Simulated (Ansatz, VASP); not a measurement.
**GaN in VASP and in Ansatz**

```
Ga N
1.0
     0.00000    2.16506    2.16506
     2.16506    0.00000    2.16506
     2.16506    2.16506    0.00000
Ga N
1 1
Direct
  0.00000 0.00000 0.00000
  0.50000 0.50000 0.50000
```

Alike in both runs: task single point; functional PBE; k mesh 14 × 14 × 14; occupations gaussian, width 0.05 eV; no spin polarisation.

|  | VASP | Ansatz |
| --- | --- | --- |
| version | VASP 6.6.1 | Ansatz 0.2.0 |
| potentials or method | VASP PAW PBE potentials, release 64 (Ga_d, N) | scalar-relativistic, plane waves, PAW |
| plane-wave cutoff (eV) | 520 | 420 |
| valence electrons in the cell | 18 | 18 |

```tsv
	VASP	Ansatz	Ansatz less VASP
gap on the k mesh at the Fermi level (eV)	0.15	0.15	+0.008
least direct gap on the mesh (eV)	1.87	1.87	+0.001
pressure (GPa)	-7.5	-8.2	-0.67
```

With one functional, cell and mesh, what is left measures potentials, basis and numerics.
